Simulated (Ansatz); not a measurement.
# Property card for Ga2O3

Computed with DFT PBE, scalar-relativistic, plane waves, PAW in Ansatz 0.2.0.

Settings: cutoff 420 eV, Γ-centred mesh 6×6×6 on the computed 10-atom cell, Gaussian smearing of 0.02 eV; no spin polarisation.

The structure is relaxed at this level of theory with its symmetry kept, and needn't be the ground state of this composition.

Space group R-3c (No. 167), trigonal, a = 5.057 Å, c = 13.625 Å. Around Ga lie 3 O at 1.95 Å and 3 O at 2.10 Å; around O lie 2 Ga at 1.95 Å and 2 Ga at 2.10 Å.

* Volume per atom: 67.9 bohr³
* Formation energy from the elements' standard states (uncorrected): -1.792 eV/atom
* Kohn–Sham band gap: 2.40 eV
* Orbital (Löwdin) character of the top 1 eV of the valence band: O 2p 94 %
* Orbital (Löwdin) character of the lowest 1 eV of the conduction band: Ga 4s 47 %, O 2s 32 %, O 2p 14 %
* Bader charge by site (e): Ga (4 in the cell) 1.89, O (6 in the cell) -1.26

It was relaxed from a cell as deposited in COD. Kohn–Sham gaps at this level usually fall short of measured ones. Löwdin shares on free-atom orbitals overweight diffuse shells in the empty bands.
